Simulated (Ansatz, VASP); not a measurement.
## InP: VASP beside Ansatz

```xyz
2
Lattice="0.0000 2.7702 2.7702 2.7702 0.0000 2.7702 2.7702 2.7702 0.0000" Properties=species:S:1:pos:R:3 pbc="T T T"
In    0.0000    0.0000    0.0000
P     2.7702    2.7702    2.7702
```

Alike in both runs: functional PBE; k mesh 14 × 14 × 14; occupations gaussian, width 0.1 eV; no spin polarisation.

Ansatz relaxed the structure, and its values are those at the end. VASP's run is a single point on that final structure, the one shown.

```csv
,VASP,Ansatz
version,VASP 6.6.1,Ansatz 0.2.0
potentials or method,"VASP PAW PBE potentials, release 64 (In_d, P)","scalar-relativistic, plane waves, PAW"
plane-wave cutoff (eV),520,420
valence electrons in the cell,18,18
```

```csv
,VASP,Ansatz,Ansatz less VASP
gap on the k mesh at the Fermi level (eV),none,none,-
pressure (GPa),0.0,0.0,+0.05
```

A gap of «none» marks a metal or a gap that the smearing closes.
